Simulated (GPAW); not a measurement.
Runs of GPAW 26.7.0 on AlRu. Symmetry: Pm-3m, No. 221, cubic system. Conventional cell: a = 2.992 Å, b = 2.992 Å, c = 2.992 Å, α = 90.00°, β = 90.00°, γ = 90.00°. Ru (site symmetry m-3m) is surrounded by 8 Al at 2.59 Å. Al (site symmetry m-3m) has 8 Ru at 2.59 Å as nearest neighbours. 

| level | potentials or basis | pressure (GPa) |
| --- | --- | --- |
| r2SCAN | GPAW PAW data sets (gpaw-data 1.2.1), pw | -0.6 |
| RPBE | the program's PAW data sets (release 1.2.1) made for this functional, pw | 6.9 |
| LDA | the program's PAW data sets (release 1.2.1) made for this functional, pw | (a) |
| AM05 | PAW data sets generated in the run's folder for this functional, pw | -3.2 |

Alike in all rows: task band structure; no spin polarisation; cell as given; k mesh 9 × 9 × 9; cutoff (eV) 600; smearing fermi-dirac 0.05 eV.

Estimate the missing entries.

(a) -7.6.

Caveats: the PAW data sets were made with another functional, which shifts forces and pressure a little (some runs).

Runs at the PBE level aren't shown here.
